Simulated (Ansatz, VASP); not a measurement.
# Au: VASP beside Ansatz

```
CELL_PARAMETERS angstrom
2.90000 0.00000 0.00000
-1.45000 2.51147 0.00000
0.00000 0.00000 4.88000
ATOMIC_POSITIONS crystal
Au 0.66667 0.33333 0.25000
Au 0.33333 0.66667 0.75000
```

This isn't the form of Au at room conditions, which is fcc.

Alike in both runs: task single point; functional PBEsol; k mesh 11 × 11 × 6; occupations fermi-dirac, width 0.05 eV; no spin polarisation.

```csv
,VASP,Ansatz
version,VASP 6.6.1,Ansatz 0.2.0
potentials or method,"VASP PAW PBE potentials, release 64 (Au)",Ansatz PAW
plane-wave cutoff (eV),520,420
valence electrons in the cell,22,38
```

VASP gave:

```
gap on the k mesh at the Fermi level (eV)       : none
pressure (GPa)                                  : -6.7
largest component of the traceless stress (GPa) : 0.32
```

Problem. Which values does Ansatz return?

Solution. gap on the k mesh at the Fermi level (eV): none; pressure (GPa): -6.4; largest component of the traceless stress (GPa): 0.32.

A gap of «none» marks a metal or a gap that the smearing closes. With one functional, cell and mesh, what is left measures potentials, basis and numerics. The two sets of potentials don't hold the same shells in valence.

Caveats: the PAW data sets were made with another functional, which shifts forces and pressure a little (VASP); the PAW data sets come from PBE, with cores solved anew for the run's functional, which leaves a small shift of forces and pressure (Ansatz). The runs have no spin-orbit coupling, so splittings on Au are missing.
